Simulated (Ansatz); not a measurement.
SrCl2, CdI2 type was relaxed with 3 functionals in the plane-wave code Ansatz, cell and atoms free, the symmetry of the start kept (meshes: PBE-D3(BJ) 6×6×4, r2SCAN+rVV10 6×6×4, PBE-D4 6×6×4). Spin-unpolarised throughout. Whether this structure exists isn't addressed.

The PBE-D3(BJ) result:
Space group P-3m1 (No. 164). a = 4.411 Å, b = 4.411 Å, c = 5.590 Å, α = 90.00°, β = 90.00°, γ = 120.00°

| atom | site | symmetry | x | y | z |
| --- | --- | --- | --- | --- | --- |
| Sr | 1a | -3m. | 0.0000 | 0.0000 | 0.0000 |
| Cl | 2d | 3m. | 0.3333 | 0.6667 | 0.2493 |

Space group P-3m1 (No. 164), trigonal; a = 4.411 Å, c = 5.590 Å in the conventional setting, 31.39 Å³ an atom. Sr has 6 Cl at 2.90 Å; Cl has 3 Sr at 2.90 Å.

**Question.** How does the cell change with r2SCAN+rVV10?

**Answer.** a = 4.407 Å, c = 5.596 Å; the volume differs by 0.0 % from PBE-D3(BJ)'s. Sr has 6 Cl at 2.90 Å; Cl has 3 Sr at 2.90 Å.

**Question.** How does the cell change with PBE-D4?

**Answer.** a = 4.416 Å, c = 5.632 Å; the volume differs by +1.0 % from PBE-D3(BJ)'s. Sr has 6 Cl at 2.91 Å; Cl has 3 Sr at 2.91 Å.
